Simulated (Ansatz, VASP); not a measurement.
# BAs in VASP and in Ansatz

```
As B
1.0
     0.00000    2.40432    2.40432
     2.40432    0.00000    2.40432
     2.40432    2.40432    0.00000
As B
1 1
Direct
  0.75000 0.75000 0.75000
  0.00000 0.00000 0.00000
```

Alike in both runs: task single point; functional PBE; k mesh 10 × 10 × 10; occupations fermi-dirac, width 0.05 eV; no spin polarisation.

|  | VASP | Ansatz |
| --- | --- | --- |
| version | VASP 6.6.1 | Ansatz 0.2.0 |
| potentials or method | VASP PAW PBE potentials, release 64 (As, B) | Ansatz PAW soft_1 |
| plane-wave cutoff (eV) | 520 | 420 |
| valence electrons in the cell | 8 | 18 |

VASP gave:

* gap on the k mesh at the Fermi level (eV): 1.20
* least direct gap on the mesh (eV): 3.25
* pressure (GPa): 0.6

**Question.** What did Ansatz give for the same quantities?

**Answer.** gap on the k mesh at the Fermi level (eV): 1.20; least direct gap on the mesh (eV): 3.26; pressure (GPa): 0.1.

With one functional, cell and mesh, what is left measures potentials, basis and numerics. The two sets of potentials don't hold the same shells in valence.

A k mesh can miss the band edges.
